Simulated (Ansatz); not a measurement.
# Fe: the cost of one run

Program: Ansatz 0.2.0. Level of theory: DFT PBEsol, scalar-relativistic, plane waves, PAW. These are calculated values, not measurements.

### Step 1. The starting structure

Symmetry: I4_1/amd, No. 141, tetragonal system. Conventional cell: a = 4.453 Å, b = 4.453 Å, c = 2.429 Å, α = 90.00°, β = 90.00°, γ = 90.00°. Fe (site symmetry -4m2) has 6 Fe at 2.31 to 2.43 Å as nearest neighbours.

As a file:

```xyz
2
Lattice="-2.2267 2.2267 1.2147 2.2267 -2.2267 1.2147 2.2267 2.2267 -1.2147" Properties=species:S:1:pos:R:3 pbc="T T T"
Fe    0.0000    0.0000    0.0000
Fe    0.0000    2.2267    0.6074
```

This is candidate A: beta-tin type (I4_1/amd, No. 141).

(A quick probe on a coarse mesh, which set the mesh and smearing, is not shown.)

### Step 3. The relaxation (candidate A)

Contents of input.yaml:

```yaml
crystal:
  lattice:
    - [-2.2266965569, 2.2266965569, 1.2147040754]
    - [2.2266965569, -2.2266965569, 1.2147040754]
    - [2.2266965569, 2.2266965569, -1.2147040754]
  atoms:
    - { symbol: Fe, position: [0.0, 0.0, 0.0], spin: 2.41 }
    - { symbol: Fe, position: [0.75, 0.25, 0.5], spin: 2.41 }
basis:
  ecutwfc: 420
kpoints:
  mp_grid: { grid: [26, 26, 26] }
hamiltonian:
  xc: pbesol
scf:
  occupations: { method: gaussian, width: 0.1 }
output:
  forces: true
  stress: true
  eigenvalues: true
  populations: true
magnetization:
  spin_polarized: true
relax:
  adjacent_minimum: "off"
  f_tol: 0.01
  max_steps: 80
  cell: { stress_tol: 0.05 }
```

**Question.** How long does this run take on 1 thread of an Arm CPU, shared host, and how much memory does it need?

About 11 min, with a peak of 1.3 GiB.
